Two stiffnesses from two crystals

How hard is it to squeeze a crystal of boron arsenide (BAs) or silicon carbide (SiC), if all that is at hand is the volume of its cell and the stiffness of diamond and germanium? The quantity wanted is the bulk modulus B, the pressure needed for a small uniform compression divided by the fractional loss of volume. All four crystals have the same tetrahedral network, in which each atom has four neighbours. They also share an average of four valence electrons per atom, since boron brings three and arsenic five.

FLEUR MaX-R8.1 (later development tree), all-electron FLAPW calculations with the r2SCAN functional for periodic crystals, without spin polarisation or spin-orbit coupling and with Fermi-Dirac smearing of 0.05 eV. Each computed bulk modulus is taken at the equilibrium volume from an equation-of-state fit to energies at five volumes within 6% of the given cell's.

```
formula  space group  volume of the given cell (Å³/atom)  potentials or basis    k-mesh  computed bulk modulus (GPa)  measured bulk modulus (GPa)                                                what was measured, and how                         source  computed over measured, less one (%)
     Ge        Fd-3m                               22.64         all electron     8x8x8                         70.8                         75.8                         bulk modulus of bulk Ge; not stated; bulk crystal        arXiv:1908.00180 (2019)                                  -6.6
     Al        Fm-3m                               16.60         all electron  11x11x11                         90.5                         76.9                         bulk modulus; literature experiment; bulk crystal             pmc:3831299 (2013)                                  17.7
    BAs        F-43m                               13.63         all electron  10x10x10                            ?                            ?                                                                         ?                              ?                                     ?
     Ta        Im-3m                               18.01         all electron  11x11x11                        198.4                          194  isothermal K0 from ultrasonic data; ultrasonic measurement; bulk crystal  arXiv:cond-mat/0403080 (2004)                                   2.3
    SiC        F-43m                               10.35         all electron  10x10x10                            ?                            ?                                                                         ?                              ?                                     ?
      C        Fd-3m                                5.67         all electron  13x13x13                        451.3                          442                  B0 from ultrasound; ultrasonic measurement; bulk crystal  arXiv:cond-mat/0702656 (2007)                                   2.1
```

The density-functional results already contain a strong contrast. Germanium takes up about four times the volume per atom of diamond, and diamond is 6.4 times as stiff. Stiffness therefore rises faster than the density of atoms, and a rule for the two unknown crystals has to explain by how much.

A simple energy balance gives such a rule. Let V be the volume per atom and L = V^(1/3) the length that goes with it. Valence electrons gain Coulomb energy when the crystal shrinks, but squeezing them into less space costs kinetic energy. A sketch of the energy per atom is

E = A/L² − C/L

where A measures the cost of confinement and C the Coulomb attraction. The crystal settles where the two slopes cancel, at L = 2A/C. The curvature of the energy at that point is C/L³, and rewriting it as a response to volume gives

B = V d²E/dV² = C/(9 L⁴) = C/(9 V^(4/3))

The confinement cost A has dropped out of the last expression. Together with C it sets how large the crystal is, and in this sketch, once the size is known, only the Coulomb strength C is needed for the stiffness. That holds for a repulsion that goes as 1/L²; one that goes as 1/Lⁿ multiplies the result by n − 1. A larger atomic core keeps valence electrons out of its interior, which this sketch can only imitate by a larger A. The bond is then longer and the crystal softer. If C stays the same, halving the volume per atom raises the modulus 2.5 times, because 2^(4/3) is about 2.5.

Since C must be proportional to the squared electron charge e², the rule can be written with one pure number c:

B = c e²/V^(4/3)

I fitted c to diamond and germanium alone and obtained 1.98. The exponent that would join these two crystals exactly is 1.34, very close to 4/3. Part of that closeness is luck: germanium is computed too soft and diamond slightly too stiff, and the measured moduli give 1.27. A long-used empirical rule for tetrahedral semiconductors, B proportional to d^(−3.5) in the bond length d, corresponds to 7/6. Two crystals support the exponent without establishing it, because a change in c between them could imitate a different power. Nor does the fit prove the energy sketch, which assumes that C is the same in both. The printed output after this text holds the fit and the estimates made with it.

The two metals show what the rule leaves out. Aluminium and tantalum have similar volumes per atom, yet tantalum's computed modulus is more than twice that of aluminium. Tantalum needs c = 4.1, about double the tetrahedral value, while aluminium needs 1.7, or about 1.4 once its modulus is carried to the volume of the given cell, as is done below. The standard explanation for tantalum is its partly filled d band, in which mainly bonding states are occupied and add a strong pull between the atoms. The number of valence electrons differs too, with three per atom in aluminium and five in tantalum. For point ions in a uniform sea of electrons C is expected to grow as the square of that number, and (5/3)² is about 2.8, against a ratio of 2.4 to 2.9 between the two constants, so these two rows can't single out the d band. So c stands for the kind of bonding and the electron count together, and it is safest to carry it over only between crystals that are alike in both.

BAs meets that condition well. Boron sits beside carbon in the periodic table and arsenic beside germanium, and the bond between them is only weakly polar. With V = 13.63 Å³ and e² = 14.4 eV Å, and with 1 eV/Å³ equal to 160.2 GPa, the estimate runs

e²/V^(4/3) = 14.4/13.63^(4/3) eV/Å³ ≈ 71 GPa

B ≈ 1.98 × 71 GPa ≈ 140 GPa

My forecast for BAs is 140 GPa, with a range of 126 to 154 GPa.

For SiC the same steps give 202 GPa, but here germanium is a doubtful guide. Beneath its valence shell germanium has a filled 3d shell, which screens the nuclear charge poorly, so its 4s electrons are held more tightly than the 3s electrons of silicon and are expected to be costlier to bring into tetrahedral bonds. That argues for a higher c in silicon than in germanium. It does nothing for carbon, whose gap between s and p levels is expected to be at least as wide as germanium's: diamond has no d shell, and its c is hardly higher than germanium's.

I therefore take the size of the shift from silicon itself. Rough recalled values for silicon, 98 GPa and 20 Å³ per atom, give c near 2.3. The mean of this and the fitted constant is 2.14, which turns 202 GPa into 219 GPa. My forecast for SiC is 219 GPa, with a range of 197 to 241 GPa.

Both ranges are ten per cent either way, which is a judgement. The scatter of a fit to two crystals would give a far narrower and quite misleading bar. Besides differences in bonding, the ranges have to cover a mismatch in volume: each computed modulus belongs to the volume at which the calculation finds its lowest energy, whereas the rule uses the volume of the given cell.

Aluminium shows how much such a mismatch can matter. Its computed equilibrium volume is 15.98 Å³ per atom, nearly four per cent below the given cell, and its modulus is 18% above the measured one. Murnaghan's equation carries the modulus from one volume to the other, with an exponent of 4.23 taken from the computed energy curve:

90.5 GPa × (15.98/16.60)^4.23 ≈ 77 GPa

This is the measured value to within rounding. The same step brings germanium, computed too soft, from 70.8 to 74.3 GPa, against 75.8 GPa measured. If the given cells are close to those of the measured crystals, the volume shift thus accounts for most of the error in aluminium and for much of that in germanium. It doesn't show where the shift itself comes from. The calculations leave out thermal and zero-point expansion, which would be expected to enlarge both crystals. That would help aluminium, but germanium already comes out about one per cent larger than its given cell. The functional and the k-mesh remain possible causes, and neither was varied here.

The exponent in that step is much larger than 4/3. The energy sketch explains the direction of this difference but not its full size, since its own exponent for a small compression is 3. The computed exponents are 3.76 for diamond and 4.92 for germanium. With a repulsion in 1/Lⁿ the sketch would give (n + 7)/3, so the repulsion is steeper than 1/L² in both and much steeper in germanium. Their nearly equal c may then come from a steeper repulsion offsetting a weaker attraction, not from an equal C. Going from germanium to diamond changes the atoms, and each crystal is taken at its own point of balance. Compressing one crystal leaves its atoms as they are and drives it off balance, into the region where the confinement cost climbs steeply. The 4/3 rule therefore compares different crystals at rest and must not be used to follow one crystal under pressure.

The withheld rows as computed:

```
formula  space group  volume of the given cell (Å³/atom)  potentials or basis    k-mesh  computed bulk modulus (GPa)  measured bulk modulus (GPa)                               what was measured, and how                   source  computed over measured, less one (%)
    BAs        F-43m                               13.63         all electron  10x10x10                        140.3                          148  literature experimental value; not stated; bulk crystal  arXiv:1911.11281 (2019)                                  -5.2
    SiC        F-43m                               10.35         all electron  10x10x10                        226.5                          225  bulk modulus B; quoted earlier experiment; bulk crystal       pmc:9505936 (2022)                                   0.7
```

The computed modulus of BAs is 140.3 GPa, and the forecast before rounding, 140.1 GPa, misses it by about 0.2 GPa. That is far better than the method deserves. The computed equilibrium volume of BAs is 13.69 Å³ per atom, slightly above that of the given cell. Murnaghan's equation would carry the modulus to about 143 GPa at the given cell, so even this small mismatch in volume is worth far more than the miss. The result supports taking carbon and germanium as guides for this compound, but it is no reason to shrink the ten per cent range.

SiC comes out at 226.5 GPa. The forecast is about 7 GPa too low, or 3% of the computed value, and lies inside its range. The unshifted rule would have been 24 GPa too low, a miss of 11%. The upward correction was needed, and it should have been somewhat larger.

Expressed through the rule, SiC has c = 2.21, which is closer to the rough silicon value than to that of diamond. One possible reading is that silicon's share in the bond counts for more than half. The mean of two constants also leaves out the polarity of the bond between silicon and carbon, but polarity would be expected to lower c. Zinc selenide, for example, is more polar than germanium and softer, at nearly the same volume per atom. A single compound can't settle how the two constants should be combined. Nor does the hit confirm the d-shell argument, since the size of the correction was borrowed from silicon as a whole, whatever makes silicon stiff for its volume. A silicon crystal computed with the same settings would replace the recalled numbers and show how much of the remaining miss is due to them.

Among the four tetrahedral crystals the modulus changes more than sixfold, while c varies by only about 13% from lowest to highest, or about 17% if the recalled silicon value is counted. Most of the contrast in stiffness is therefore already contained in the volume per atom. In these crystals, all with four valence electrons per atom, the chemistry of the atoms shows mainly through that volume. What it does beyond this is the small remainder, and there the Coulomb rule needs help from a known relative.

Output of the analysis:

```
Modulus in units of the Coulomb scale:
  row  volume_A3_per_atom  Coulomb_scale_GPa  modulus_over_scale
   Ge               22.64              36.02               1.965
   Al                16.6              54.48               1.661
  BAs               13.63              70.86                1.98
   Ta               18.01              48.87                4.06
  SiC               10.35              102.3               2.214
    C                5.67              228.2               1.978
Volume exponent between diamond and Ge: 1.338
Diamond modulus over Ge modulus: 6.374
fit of y on 2 rows (tetra == 1): coefficient of unit 1.977 +/- 0.0019; rms 0.309, worst Ge 0.432, leave-one-out rms 2.01
  rows outside the fit (model, value, miss): Al 107.7, 90.5, 17.2; BAs 140.1, 140.3, -0.175; Ta 96.64, 198.4, -102; SiC 202.3, 226.5, -24.2
Silicon modulus over Coulomb scale, from rough recalled values: 2.306
fit of y on 2 rows (tetra == 1): coefficient of funit 1.977 +/- 0.0019; rms 0.309, worst Ge 0.432, leave-one-out rms 2.01
  rows outside the fit (model, value, miss): Al 107.7, 90.5, 17.2; BAs 140.1, 140.3, -0.175; Ta 96.64, 198.4, -102; SiC 219.1, 226.5, -7.43
Forecast error bar for BAs, ten percent by judgement, GPa: 14.01
Forecast error bar for SiC, ten percent by judgement, GPa: 21.91
BAs forecast less computed, percent of computed: -0.1247
SiC forecast less computed, percent of computed: -3.28
SiC plain law less computed, percent of computed: -10.7
Ge modulus moved to the listed volume, GPa: 74.3
Al modulus moved to the listed volume, GPa: 77.02
Ta modulus moved to the listed volume, GPa: 197.8
Diamond modulus moved to the listed volume, GPa: 442.3
```
